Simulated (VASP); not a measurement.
# ZnSe (Stilleite) (F-43m) in VASP: further runs

The runs below take ZnSe (Stilleite) through G0W0 quasiparticle levels, with PBE.

All numbers are computed with VASP 6.6.1; they aren't measurements. Logs are shortened: lines on timing, memory, paths and dates and some standing lists are left out, and cuts for length are marked.

## 1. The structure

Symmetry: F-43m, No. 216, cubic system. The conventional cell has a = 5.668 Å, b = 5.668 Å, c = 5.668 Å, α = 90.00°, β = 90.00°, γ = 90.00°. Around Se (site symmetry -43m) lie 4 Zn at 2.45 Å. Around Zn (site symmetry -43m) lie 4 Se at 2.45 Å.

## 2. G0W0 quasiparticle levels, PBE

The input, POSCAR:

```
ZnSe
1.0
    0.0000000000      2.8338000000      2.8338000000
    2.8338000000      0.0000000000      2.8338000000
    2.8338000000      2.8338000000      0.0000000000
Se Zn
1 1
Direct
    0.7500000000      0.7500000000      0.7500000000
    0.0000000000      0.0000000000      0.0000000000
```

The input, INCAR.step1:

```
SYSTEM = ZnSe
  PREC = Accurate
  ENCUT = 450
  EDIFF = 1E-8
  ISMEAR = 0
  SIGMA = 0.01
  LREAL = .False.
  LASPH = .True.
  NELM = 60
  ALGO = Normal
  LWAVE = .True.
  LCHARG = .False.
  GGA = PE
```

The input, INCAR.step2:

```
SYSTEM = ZnSe
  PREC = Accurate
  ENCUT = 450
  EDIFF = 1E-8
  ISMEAR = 0
  SIGMA = 0.01
  LREAL = .False.
  LASPH = .True.
  NELM = 1
  ALGO = Exact
  LWAVE = .True.
  LCHARG = .False.
  GGA = PE
  NBANDS = 282
  LOPTICS = .True.
  ISTART = 1
```

The input, INCAR.step3:

```
SYSTEM = ZnSe
  PREC = Accurate
  ENCUT = 450
  EDIFF = 1E-8
  ISMEAR = 0
  SIGMA = 0.01
  LREAL = .False.
  LASPH = .True.
  ALGO = EVGW0
  LWAVE = .False.
  LCHARG = .False.
  GGA = PE
  NELMGW = 1
  NBANDS = 282
  ENCUTGW = 260
  NOMEGA = 48
  PRECFOCK = Fast
  ISTART = 1
  NBANDSGW = 17
```

The input, KPOINTS:

```
Automatic mesh
0
Gamma
  5 5 5
  0 0 0
```

Potentials or basis: VASP PAW PBE potentials, release 64 (Se_GW, Zn_GW).

Started as:

```console
cat potpaw_PBE.64/Se_GW/POTCAR potpaw_PBE.64/Zn_GW/POTCAR > POTCAR
cp INCAR.step1 INCAR
mpirun -np 1 vasp_std > vasp.out
cp INCAR.step2 INCAR
mpirun -np 1 vasp_std > vasp.out
cp INCAR.step3 INCAR
mpirun -np 1 vasp_std > vasp.out
```

OUTCAR:

```text
SYSTEM = ZnSe
   PREC = Accurate
   ENCUT = 450
   EDIFF = 1E-8
   ISMEAR = 0
   LREAL = .False.
   LASPH = .True.
   GGA = PE
   NELMGW = 1
   ENCUTGW = 260
   PRECFOCK = Fast
   ISTART = 1

 Found     10 irreducible k-points:

 Following reciprocal coordinates:
            Coordinates               Weight
  0.000000  0.000000  0.000000      1.000000
  0.200000  0.000000  0.000000      8.000000
  0.400000  0.000000  0.000000      8.000000
  0.200000  0.200000  0.000000      6.000000
  0.400000  0.200000  0.000000     24.000000
 -0.400000  0.200000  0.000000     24.000000
   k-points           NKPTS =     10   k-points in BZ     NKDIM =    125   number of bands    NBANDS=    282
   number of dos      NEDOS =    301   number of ions     NIONS =      2
   total plane-waves  NPLWV =  21952
   dimension x,y,z NGX =    28 NGY =   28 NGZ =   28
   dimension x,y,z NGXF=    56 NGYF=   56 NGZF=   56
   ions per type =               1   1
   NGX,Y,Z   is equivalent  to a cutoff of  11.62, 11.62, 11.62 a.u.
   NGXF,Y,Z  is equivalent  to a cutoff of  23.23, 23.23, 23.23 a.u.
 SYSTEM =  ZnSe
   PREC   = accura    normal or accurate (medium, high low for compatibility)
   ISTART =      1    job   : 0-new  1-cont  2-samecut
   ICHARG =      0    charge: 1-file 2-atom 10-const
   ISPIN  =      1    spin polarized calculation?
   LNONCOLLINEAR =      F non collinear calculations
   LSORBIT =      F    spin-orbit coupling
   LASPH  =      T    aspherical Exc in radial PAW
   ENCUT  =  450.0 eV  33.07 Ry    5.75 a.u.   6.93  6.93  6.93*2*pi/ulx,y,z
   NELM   =     60;   NELMIN=  2; NELMDL=  0     # of ELM steps
   EDIFF  = 0.1E-07   stopping-criterion for ELM
   LREAL  =      F    real-space projection
   EDIFFG = 0.1E-06   stopping-criterion for IOM
   NSW    =      0    number of steps for IOM
   IBRION =     -1    ionic relax: 0-MD 1-quasi-New 2-CG
   NFREE  =      0    steps in history (QN), initial steepest desc. (CG)
   ISIF   =      0    stress and relaxation
   ISYM   =      3    0-nonsym 1-usesym 2-fastsym
   POTIM  = 0.5000    time-step for ionic-motion
   TEBEG  =    0.0;   TEEND  =   0.0 temperature during run
   PSTRESS=    0.0 pullay stress
   NELECT =      18.0000    total number of electrons
   NUPDOWN=      -1.0000    fix difference up-down
   EMIN   =  10.00;   EMAX   =-10.00  energy-range for DOS
   EFERMI =   0.00;   METHOD = LEGACY
   ISMEAR =     0;   SIGMA  =   0.01  broadening in eV -4-tet -1-fermi 0-gaus
   EFERMI_NEDOS =   21; number of points for ismear=-14 and -15
   IALGO  =     38    algorithm
   IMIX   =      4    mixing-type and parameters
     AMIX     =   0.40;   BMIX     =  1.00
     AMIX_MAG =   1.60;   BMIX_MAG =  1.00
  volume/ion in A,a.u.               =      22.76       153.57
  Fermi-wavevector in a.u.,A,eV,Ry     =   1.201673  2.270834 19.647073  1.444019
  Thomas-Fermi vector in A             =   2.337476
   LORBIT       =      0    0 simple, 1 ext, 2 COOP (PROOUT), +10 PAW based schemes
   GGA     = PE    functional components
   LHFCALC =     T    Hartree Fock is set to
   PRECFOCK=fast      Normal, Fast or Accurate (Low or Medium for compatibility)
   ENCUT4O =  -1.0   cutoff for four orbital integrals eV
   NKREDX  =     1    reduce k-point grid by
   NKREDY  =     1    reduce k-point grid by
   NKREDZ  =     1    reduce k-point grid by
   AEXX    =    1.0000 exact exchange contribution
   HFSCREEN=    0.0000 screening length (either q_TF or 0.3 A-1)
   HFSCREENC=   0.0000 screening length for correlation (either q_TF or 0.3 A-1)
   ENCUTFOCK=  -1.0 apply spherical cutoff to Coloumb kernel
   IVDW    =     0    specifies the selected vdW correction
   LEPSILON=     F    determine dielectric tensor
   LRPA    =     F    only Hartree local field effects (RPA)
   LRPAFORCE           =     F    calculate RPA forces
   ENCUTGW             = 260.0    cutoff for response function in eV
   ENCUTGWSOFT         = 208.0    soft cutoff for Coulomb kernel in GW response function in eV
   ENCUTLF             =  -1.0    cutoff for local field effects
   NELMGW              =     1    number of iterations in solving QP/BSE equation
   NELMHF              =     1    number of iterations in the inner HF iteration
   NKREDLFX            =     1    NKREDLFY  =   1   NKREDLFZ  =   1
 non-spin polarized calculation
 Gauss-broadening in eV      SIGMA  =   0.01
  energy-cutoff  :      450.00
  volume of cell :       45.51
 maximum number of plane-waves:       990
  NGX = 16; NGY = 16; NGZ = 16
   NGX = 13   NGY = 13   NGZ = 13
 maximum number of plane-waves:       444

 QP shifts <psi_nk| G(iteration)W_0 |psi_nk>: iteration 1
 for sc-GW calculations column KS-energies equals QP-energies in previous step
 and V_xc(KS)=  KS-energies - (<T + V_ion + V_H > + <T+V_H+V_ion>^1  + <V_x>^1)

 k-point   1 :       0.0000    0.0000    0.0000
  band No.  KS-energies  QP-energies   sigma(KS)   V_xc(KS)     V^pw_x(r,r')   Z            occupation Imag(sigma)

      1     -10.6025     -11.2651     -13.3395     -12.3153     -19.8485       0.6469       2.0000       0.8434
      2      -3.8946      -5.4041     -21.9380     -19.6813     -30.8168       0.6689       2.0000       0.1810
      3      -3.8946      -5.4041     -21.9380     -19.6813     -30.8168       0.6689       2.0000       0.1810
      4      -3.8946      -5.4041     -21.9380     -19.6813     -30.8168       0.6689       2.0000       0.1810
      5      -3.5258      -5.0980     -22.8303     -20.5000     -32.0185       0.6747       2.0000       0.1725
      6      -3.5258      -5.0980     -22.8303     -20.5000     -32.0185       0.6747       2.0000       0.1725
[... 9 lines left out ...]
     16      14.1068      14.2758     -10.1027     -10.3270      -5.0115       0.7539       0.0000      -0.2968
     17      15.6988      15.5405      -7.8282      -7.6205      -2.2791       0.7623       0.0000      -0.5169

 k-point   2 :       0.2000    0.0000    0.0000
  band No.  KS-energies  QP-energies   sigma(KS)   V_xc(KS)     V^pw_x(r,r')   Z            occupation Imag(sigma)

      1     -10.3578     -11.0345     -13.5096     -12.4738     -19.9172       0.6533       2.0000       0.8164
      2      -3.8654      -5.3571     -21.5265     -19.3022     -30.1924       0.6706       2.0000       0.1808
      3      -3.8585      -5.3719     -22.0106     -19.7525     -30.9125       0.6702       2.0000       0.1810
      4      -3.8585      -5.3719     -22.0106     -19.7525     -30.9125       0.6702       2.0000       0.1810
      5      -3.5273      -5.0964     -22.8214     -20.4928     -32.0111       0.6738       2.0000       0.1730
      6      -3.5273      -5.0964     -22.8214     -20.4928     -32.0111       0.6738       2.0000       0.1730
[... 9 lines left out ...]
     16      13.6025      13.5175      -7.6690      -7.5567      -2.3001       0.7568       0.0000      -0.3447
     17      15.6589      15.6588      -8.3914      -8.3912      -2.6950       0.7560       0.0000      -0.4901

 k-point   3 :       0.4000    0.0000    0.0000
  band No.  KS-energies  QP-energies   sigma(KS)   V_xc(KS)     V^pw_x(r,r')   Z            occupation Imag(sigma)

      1      -9.9002     -10.5958     -13.8970     -12.8474     -20.1377       0.6626       2.0000       0.7581
      2      -3.8129      -5.3320     -22.0979     -19.8357     -31.0272       0.6715       2.0000       0.1807
      3      -3.8129      -5.3320     -22.0979     -19.8357     -31.0272       0.6715       2.0000       0.1807
      4      -3.5760      -5.0479     -21.2141     -19.0382     -29.6381       0.6764       2.0000       0.1788
      5      -3.5130      -5.0850     -22.8635     -20.5374     -32.0775       0.6758       2.0000       0.1744
      6      -3.5130      -5.0850     -22.8635     -20.5374     -32.0775       0.6758       2.0000       0.1744
[... 9 lines left out ...]
     16      14.5375      14.6368      -9.6598      -9.7918      -4.2148       0.7526       0.0000      -0.3832
     17      17.7887      17.9843      -9.8099     -10.0695      -3.4828       0.7535       0.0000      -0.7519

 k-point   4 :       0.2000    0.2000    0.0000
  band No.  KS-energies  QP-energies   sigma(KS)   V_xc(KS)     V^pw_x(r,r')   Z            occupation Imag(sigma)

      1     -10.2758     -10.9578     -13.5674     -12.5278     -19.9418       0.6560       2.0000       0.8090
      2      -3.9075      -5.3872     -21.3366     -19.1282     -29.9222       0.6700       2.0000       0.1803
      3      -3.8213      -5.3389     -22.0802     -19.8181     -31.0040       0.6709       2.0000       0.1813
      4      -3.8213      -5.3389     -22.0802     -19.8181     -31.0040       0.6709       2.0000       0.1813
      5      -3.5485      -5.1106     -22.7421     -20.4191     -31.9075       0.6724       2.0000       0.1739
      6      -3.5092      -5.0843     -22.8669     -20.5371     -32.0715       0.6761       2.0000       0.1727
[... 9 lines left out ...]
     16      15.3627      15.4533      -8.7345      -8.8550      -2.8559       0.7516       0.0000      -0.5062
     17      17.1122      17.0048      -7.9745      -7.8336      -2.3264       0.7617       0.0000      -0.5689

 k-point   5 :       0.4000    0.2000    0.0000
  band No.  KS-energies  QP-energies   sigma(KS)   V_xc(KS)     V^pw_x(r,r')   Z            occupation Imag(sigma)

      1      -9.8797     -10.5796     -13.8965     -12.8486     -20.1317       0.6679       2.0000       0.7632
      2      -3.8363      -5.3216     -21.4038     -19.1944     -29.9955       0.6723       2.0000       0.1801
      3      -3.7607      -5.2839     -22.2152     -19.9513     -31.1872       0.6728       2.0000       0.1812
      4      -3.7082      -5.2168     -21.7643     -19.5284     -30.5009       0.6747       2.0000       0.1802
      5      -3.5083      -5.0625     -22.6080     -20.3100     -31.7004       0.6764       2.0000       0.1755
      6      -3.4982      -5.0759     -22.8939     -20.5669     -32.1152       0.6780       2.0000       0.1736
[... 9 lines left out ...]
     16      15.6860      15.6610      -8.4567      -8.4238      -2.8490       0.7594       0.0000      -0.4836
     17      17.7606      17.8694      -9.4544      -9.5982      -3.3048       0.7565       0.0000      -0.6800

 k-point   6 :      -0.4000    0.2000    0.0000
  band No.  KS-energies  QP-energies   sigma(KS)   V_xc(KS)     V^pw_x(r,r')   Z            occupation Imag(sigma)

      1      -9.7071     -10.4088     -14.0684     -13.0208     -20.2551       0.6697       2.0000       0.7366
      2      -3.7979      -5.3138     -21.9553     -19.7015     -30.8098       0.6726       2.0000       0.1807
      3      -3.7589      -5.2847     -22.2236     -19.9588     -31.1964       0.6737       2.0000       0.1809
      4      -3.5522      -5.1086     -22.6064     -20.2951     -31.7279       0.6734       2.0000       0.1773
      5      -3.5175      -5.0841     -22.8433     -20.5195     -32.0527       0.6742       2.0000       0.1745
      6      -3.3479      -4.8664     -22.4311     -20.1812     -31.3718       0.6749       2.0000       0.1770
[... 9 lines left out ...]
     16      15.7573      15.7164      -8.1432      -8.0896      -2.6478       0.7635       0.0000      -0.4591
     17      17.7712      17.9574     -10.4684     -10.7158      -4.0529       0.7525       0.0000      -0.7733

 [... further k-points ...]
```

Wall time 21 min (1 thread of AMD EPYC 9R45 (Zen 5), shared host); peak memory 1.1 GiB.

The run converged, but some of its settings lie outside the range that counts as converged, so its numbers aren't taken as properties of the crystal.

What came out:

```yaml
Band_gap_on_the_k_mesh_mean-field_level: 1.27 eV, direct
Quasiparticle_gap: 2.43 eV
Least_direct_quasiparticle_gap: 2.43 eV
```

Caveat: bands, screening cutoff and mesh are small and nothing is extrapolated, so the quasiparticle values aren't converged.

(Continued in part 2 of 2.)
